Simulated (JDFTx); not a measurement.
# W (Im-3m) in JDFTx: reference runs

How does W come out in PBEsol? The cell is run as given and disturbed.

All numbers are computed with JDFTx 1.7.0 (patched build); they aren't measurements. Logs are shortened: lines on timing, memory, paths and dates and some standing lists are left out, and cuts for length are marked. The log counts tension as positive stress, the text compression.

## (1) Starting point

The structure is cubic, space group Im-3m (No. 229). Conventional cell: a = 3.165 Å, b = 3.165 Å, c = 3.165 Å, α = 90.00°, β = 90.00°, γ = 90.00°. W (site symmetry m-3m) has 8 W at 2.74 Å as nearest neighbours.

## (2) Single point, PBEsol

File W.in:

```
lattice \
   -2.9901986847     2.9901986847     2.9901986847 \
    2.9901986847    -2.9901986847     2.9901986847 \
    2.9901986847     2.9901986847    -2.9901986847
coords-type Lattice
ion W      0.0000000000     0.0000000000     0.0000000000 1

ion-species pseudo/W.upf
elec-cutoff 37
elec-ex-corr gga-PBEsol
kpoint-folding 12 12 12
elec-smearing Fermi 0.0018374661
elec-n-bands 13
electronic-SCF nIterations 100 energyDiffThreshold 1e-09
electronic-minimize nIterations 30 energyDiffThreshold 1e-7
converge-empty-states yes
forces-output-coords Cartesian

dump-name run.$VAR
dump End Ecomponents EigStats BandEigs Kpoints Forces Stress ElecDensity Dtot KEdensity
```

Potentials or basis: PseudoDojo-SR-PBEsol-0.4.1-standard with smoothed tails.

Started as:

```
$ jdftx -c 1 -i W.in -o W.out
```

The log of the run:

```text
*************** JDFTx 1.7.0 (patched build) ***************

Input parsed successfully to the following command list (including defaults):

basis kpoint-dependent
converge-empty-states yes
coords-type Lattice
core-overlap-check vector
coulomb-interaction Periodic
davidson-band-ratio 1.1
dump End Forces ElecDensity KEdensity Dtot BandEigs EigStats Ecomponents Stress Kpoints
dump-name run.$VAR
elec-cutoff 37
elec-eigen-algo Davidson
elec-ex-corr gga-PBEsol
elec-n-bands 13 1
elec-smearing Fermi 0.00183747
electronic-minimize  \
	dirUpdateScheme      FletcherReeves \
	linminMethod         DirUpdateRecommended \
	nIterations          30 \
	history              15 \
	knormThreshold       0 \
	maxThreshold         no \
	energyDiffThreshold  1e-07 \
	nEnergyDiff          2 \
	convergeAll          no \
	alphaTstart          1 \
	alphaTmin            1e-10 \
	updateTestStepSize   yes \
	alphaTreduceFactor   0.1 \
	alphaTincreaseFactor 3 \
	nAlphaAdjustMax      3 \
	wolfeEnergy          0.0001 \
	wolfeGradient        0.9 \
	abortOnFailedStep    no \
	fdTest               no
electronic-scf  \
	nIterations	100 \
	energyDiffThreshold	1e-09 \
	residualThreshold	1e-07 \
	mixFraction	0.5 \
	qMetric	0.8 \
	history	10 \
	nEigSteps	2 \
	eigDiffThreshold	1e-08 \
	mixedVariable	Density \
	qKerker	0.8 \
	qKappa	-1 \
	verbose	no \
	mixFractionMag	1.5
exchange-regularization WignerSeitzTruncated
fluid None
fluid-ex-corr lda-TF lda-PZ
fluid-gummel-loop 10 1.000000e-05
fluid-minimize  \
	dirUpdateScheme      PolakRibiere \
	linminMethod         DirUpdateRecommended \
	nIterations          100 \
	history              15 \
	knormThreshold       0 \
	maxThreshold         no \
	energyDiffThreshold  0 \
	nEnergyDiff          2 \
	convergeAll          no \
	alphaTstart          1 \
	alphaTmin            1e-10 \
	updateTestStepSize   yes \
	alphaTreduceFactor   0.1 \
	alphaTincreaseFactor 3 \
	nAlphaAdjustMax      3 \
	wolfeEnergy          0.0001 \
	wolfeGradient        0.9 \
	abortOnFailedStep    no \
	fdTest               no
fluid-solvent H2O 55.338 ScalarEOS \
	epsBulk 78.4 \
	pMol 0.92466 \
	epsInf 1.77 \
	Pvap 1.06736e-10 \
	sigmaBulk 4.62e-05 \
	Rvdw 2.61727 \
	Res 1.42 \
	tauNuc 343133 \
	poleEl 15 7 1
forces-output-coords Cartesian
ion W   0.000000000000000   0.000000000000000   0.000000000000000 1
ion-species pseudo/W.upf
ion-width 0
ionic-minimize  \
	dirUpdateScheme      L-BFGS \
	linminMethod         DirUpdateRecommended \
	nIterations          0 \
	history              15 \
	knormThreshold       0.0001 \
	maxThreshold         no \
	energyDiffThreshold  1e-06 \
	nEnergyDiff          2 \
	convergeAll          no \
	alphaTstart          1 \
	alphaTmin            1e-10 \
	updateTestStepSize   yes \
	alphaTreduceFactor   0.1 \
	alphaTincreaseFactor 3 \
	nAlphaAdjustMax      3 \
	wolfeEnergy          0.0001 \
	wolfeGradient        0.9 \
	abortOnFailedStep    no \
	fdTest               no
kpoint   0.000000000000   0.000000000000   0.000000000000  1.00000000000000
kpoint-folding 12 12 12
latt-move-scale 1 1 1
latt-scale 1 1 1
lattice  \
	  -2.990198684700000    2.990198684700000    2.990198684700000  \
	   2.990198684700000   -2.990198684700000    2.990198684700000  \
	   2.990198684700000    2.990198684700000   -2.990198684700000
lattice-minimize  \
	dirUpdateScheme      L-BFGS \
	linminMethod         DirUpdateRecommended \
	nIterations          0 \
	history              15 \
	knormThreshold       0 \
	maxThreshold         no \
	energyDiffThreshold  1e-06 \
	nEnergyDiff          2 \
	convergeAll          no \
	alphaTstart          1 \
	alphaTmin            1e-10 \
	updateTestStepSize   yes \
	alphaTreduceFactor   0.1 \
	alphaTincreaseFactor 3 \
	nAlphaAdjustMax      3 \
	wolfeEnergy          0.0001 \
	wolfeGradient        0.9 \
	abortOnFailedStep    no \
	fdTest               no
lcao-params -1 1e-06 0.00183747
pcm-variant GLSSA13
perturb-minimize  \
	nIterations            0 \
	algorithm              MINRES \
	residualTol            0.0001 \
	residualDiffThreshold  0.0001 \
	CGBypass               no \
	recomputeResidual      no
spintype no-spin
subspace-rotation-factor 1 yes
symmetries automatic
symmetry-threshold 0.0001

---------- Setting up symmetries ----------

Found 48 point-group symmetries of the bravais lattice
Found 48 space-group symmetries with basis
Applied RMS atom displacement 0 bohrs to make symmetries exact.

---------- Initializing the Grid ----------
R =
[      -2.9902       2.9902       2.9902  ]
[       2.9902      -2.9902       2.9902  ]
[       2.9902       2.9902      -2.9902  ]
unit cell volume = 106.945
G =
[ -2.73906e-17    1.05063    1.05063  ]
[    1.05063 -2.73906e-17    1.05063  ]
[    1.05063    1.05063 -2.73906e-17  ]
Minimum fftbox size, Smin = [  32  32  32  ]
Chosen fftbox size, S = [  32  32  32  ]

---------- Exchange Correlation functional ----------
Initalized PBEsol GGA exchange.
Initalized PBEsol GGA correlation.

---------- Setting up pseudopotentials ----------
Width of ionic core gaussian charges (only for fluid interactions / plotting) set to 0

Reading pseudopotential file 'pseudo/W.upf':
  'W' pseudopotential, 'PBESOL' functional
  Generated using ONCVPSP code by D. R. Hamann
  14 valence electrons, 4 orbitals, 8 projectors, 1001 radial grid points, with lMax = 3
    5S    l: 0   occupation:  2.0   eigenvalue: -2.907164
    5P    l: 1   occupation:  6.0   eigenvalue: -1.588366
    5D    l: 2   occupation:  4.0   eigenvalue: -0.165815
    6S    l: 0   occupation:  2.0   eigenvalue: -0.211168
  Core radius for overlap checks: 2.00 bohrs.

Initialized 1 species with 1 total atoms.

Folded 1 k-points by 12x12x12 to 1728 k-points.

---------- Setting up k-points, bands, fillings ----------
Reduced to 72 k-points under symmetry.
Computing the number of bands and number of electrons
Calculating initial fillings.
nElectrons:  14.000000   nBands: 13   nStates: 72

----- Setting up reduced wavefunction bases (one per k-point) -----
average nbasis = 1149.168 , ideal nbasis = 1149.626

---------- Setting up ewald sum ----------
Optimum gaussian width for ewald sums = 1.867016 bohr.
Real space sum over 2197 unit cells with max indices [  6  6  6  ]
Reciprocal space sum over 2197 terms with max indices [  6  6  6  ]

---------- Allocating electronic variables ----------
Initializing wave functions:  linear combination of atomic orbitals
Note: number of bands (13) exceeds available atomic orbitals (10)
W pseudo-atom occupations:   s ( 2 2 )  p ( 6 )  d ( 4 )
	FillingsUpdate:  mu: +0.832431820  nElectrons: 14.000000
LCAOMinimize: Iter:   0  F: -69.0661902063002486  |grad|_K:  5.345e-04  alpha:  1.000e+00
	FillingsUpdate:  mu: +0.837015456  nElectrons: 14.000000
LCAOMinimize: Iter:   1  F: -69.0673974940040125  |grad|_K:  1.160e-05  alpha:  7.104e-01  linmin: -7.440e-02  cgtest:  5.085e-01
LCAOMinimize: Encountered beta<0, resetting CG.
	FillingsUpdate:  mu: +0.837078030  nElectrons: 14.000000
LCAOMinimize: Iter:   2  F: -69.0673982260098995  |grad|_K:  1.606e-06  alpha:  8.946e-01  linmin:  2.156e-03  cgtest: -9.407e-03
	FillingsUpdate:  mu: +0.837065725  nElectrons: 14.000000
LCAOMinimize: Iter:   3  F: -69.0673982383383276  |grad|_K:  2.567e-08  alpha:  7.864e-01  linmin:  1.028e-03  cgtest:  8.631e-02
LCAOMinimize: Encountered beta<0, resetting CG.
LCAOMinimize: Converged (|Delta F|<1.000000e-06 for 2 iters).

-------- Electronic minimization -----------
Will mix electronic density at each iteration.
	FillingsUpdate:  mu: +0.837065725  nElectrons: 14.000000
	FillingsUpdate:  mu: +0.823172455  nElectrons: 14.000000
SCF: Cycle:  0   F: -69.089091594410803   dF: -2.169e-02   |Residual|: 2.648e-02   |deigs|: 1.389e-01
	FillingsUpdate:  mu: +0.820500354  nElectrons: 14.000000
SCF: Cycle:  1   F: -69.089692019836377   dF: -6.004e-04   |Residual|: 1.143e-02   |deigs|: 7.801e-03
	FillingsUpdate:  mu: +0.819075135  nElectrons: 14.000000
SCF: Cycle:  2   F: -69.089763814727121   dF: -7.179e-05   |Residual|: 2.213e-03   |deigs|: 2.979e-03
	FillingsUpdate:  mu: +0.819287351  nElectrons: 14.000000
SCF: Cycle:  3   F: -69.089765722625643   dF: -1.908e-06   |Residual|: 5.679e-04   |deigs|: 5.899e-04
	FillingsUpdate:  mu: +0.819211448  nElectrons: 14.000000
SCF: Cycle:  4   F: -69.089766333947082   dF: -6.113e-07   |Residual|: 1.066e-04   |deigs|: 2.304e-04
	FillingsUpdate:  mu: +0.819203027  nElectrons: 14.000000
SCF: Cycle:  5   F: -69.089766436844968   dF: -1.029e-07   |Residual|: 7.471e-05   |deigs|: 1.287e-04
	FillingsUpdate:  mu: +0.819207509  nElectrons: 14.000000
SCF: Cycle:  6   F: -69.089766475990459   dF: -3.915e-08   |Residual|: 1.681e-05   |deigs|: 2.137e-04
	FillingsUpdate:  mu: +0.819205038  nElectrons: 14.000000
SCF: Cycle:  7   F: -69.089766482427635   dF: -6.437e-09   |Residual|: 3.533e-05   |deigs|: 1.946e-04
	FillingsUpdate:  mu: +0.819206235  nElectrons: 14.000000
SCF: Cycle:  8   F: -69.089766485123349   dF: -2.696e-09   |Residual|: 7.282e-06   |deigs|: 3.424e-04
	FillingsUpdate:  mu: +0.819206304  nElectrons: 14.000000
SCF: Cycle:  9   F: -69.089766485544743   dF: -4.214e-10   |Residual|: 7.102e-06   |deigs|: 1.722e-04
	FillingsUpdate:  mu: +0.819206439  nElectrons: 14.000000
SCF: Cycle: 10   F: -69.089766485714989   dF: -1.702e-10   |Residual|: 5.626e-06   |deigs|: 2.176e-04
SCF: Converged (|Delta E|<1.000000e-09 for 2 iters).

Setting wave functions to eigenvectors of Hamiltonian
Converging empty states (this may take a while):
EmptyStates: None of the convergence criteria satisfied.
|deigs|: 7.817e-04

# Stress tensor in Cartesian coordinates [Eh/a0^3]:
[  9.53623e-05            0            0  ]
[            0  9.53623e-05            0  ]
[            0            0  9.53623e-05  ]

# Ionic positions in lattice coordinates:
ion W   0.000000000000000   0.000000000000000   0.000000000000000 1

# Forces in Cartesian coordinates:
force W   0.000000000000000   0.000000000000000   0.000000000000000 1

# Energy components:
   Eewald =      -59.6356489414396407
       EH =        8.0071373869350992
     Eloc =      -40.6834629984537983
      Enl =       12.6516514361285957
      Exc =      -16.4721408730541228
 Exc_core =        6.7416910340152807
       KE =       20.3011886822996850
-------------------------------------
     Etot =      -69.0895842735689030
       TS =        0.0001822121460857
-------------------------------------
        F =      -69.0897664857149891

IonicMinimize: Iter:   0  F: -69.089766485714989  |grad|_K:  0.000e+00
IonicMinimize: Converged (|grad|_K<1.000000e-04).

#--- Lowdin population analysis ---
# oxidation-state W +0.144

Dumping 'run.eigStats' ...
	eMin: -1.903111 at state 0 ( [ +0.000000 +0.000000 +0.000000 ] spin 0 )
	HOMO: +0.817961 at state 11 ( [ +0.000000 +0.083333 +0.416667 ] spin 0 )
	mu  : +0.819207
	LUMO: +0.819478 at state 28 ( [ +0.083333 +0.166667 -0.166667 ] spin 0 )
	eMax: +1.595887 at state 64 ( [ +0.250000 -0.416667 -0.416667 ] spin 0 )
	HOMO-LUMO gap: +0.001517
	Optical gap  : +0.020652 at state 59 ( [ +0.250000 +0.333333 -0.333333 ] spin 0 )
WARNING: the last solve of the electrons (or of bands or displaced states from it) ended unconverged.
Done!
```

Run time: 29 s. Hardware: 1 thread of Arm Neoverse V2, shared host; peak memory 0.09 GiB.

What came out:

- Free energy: -1880.0283 eV
- Pressure: -2.8 GPa
- Band gap on the k mesh: none (metal or under the smearing width)

Caveat: the empty levels aren't tightly converged.

## (3) Single point, PBEsol (cell strained at random at fixed volume)

File W.in:

```
lattice \
   -2.9192508070     2.9690356418     2.9209421119 \
    3.0520513105    -2.9200936249     2.9217868195 \
    3.0821905524     3.0000177016    -2.9502328669
coords-type Lattice
ion W      0.0109310000     0.0077030000     0.0229730000 1

ion-species pseudo/W.upf
elec-cutoff 37
elec-ex-corr gga-PBEsol
kpoint-folding 12 12 12
elec-smearing Fermi 0.0018374661
elec-n-bands 13
electronic-SCF nIterations 100 energyDiffThreshold 1e-09
electronic-minimize nIterations 30 energyDiffThreshold 1e-7
converge-empty-states yes
forces-output-coords Cartesian

dump-name run.$VAR
dump End Ecomponents EigStats BandEigs Kpoints Forces Stress
```

Potentials or basis: PseudoDojo-SR-PBEsol-0.4.1-standard with smoothed tails.

Started as:

```
$ jdftx -c 1 -i W.in -o W.out
```

Wall time 5.4 min (1 thread of Arm Neoverse V2, shared host); peak memory 0.73 GiB.

Results (log left out):

| Property | Result |
| --- | --- |
| Free energy | -1880.0059 eV |
| Pressure | -2.6 GPa |
| Band gap on the k mesh | none (metal or under the smearing width) |

Stress tensor (GPa, compression positive):
```
 3.02  0.60 -2.03
 0.60 -2.70 -5.94
-2.03 -5.94 -8.09
```

Levels at points of the mesh, in eV from the Fermi level:
```tsv
k point	band 4	band 5	band 6	band 7	band 8	band 9
(0.00, 0.00, 0.00)	-37.59	-9.61	-1.55	-1.41	-0.66	2.10
(0.00, 0.00, 0.50)	-37.68	-6.23	-3.75	0.88	2.46	3.31
(0.00, 0.50, 0.00)	-37.64	-6.25	-3.56	0.61	2.21	3.36
(0.00, 0.50, 0.50)	-37.71	-6.21	-3.20	1.00	1.61	2.66
(0.50, 0.00, 0.00)	-37.60	-6.29	-3.44	0.28	2.19	3.40
(0.50, 0.00, 0.50)	-37.68	-6.22	-3.48	0.89	1.98	3.09
(0.50, 0.50, 0.00)	-37.66	-6.23	-3.77	0.89	2.48	3.34
(0.50, 0.50, 0.50)	-38.50	-5.83	-5.77	4.66	5.26	5.72
```

The run has no spin-orbit coupling, so splittings on W are missing.
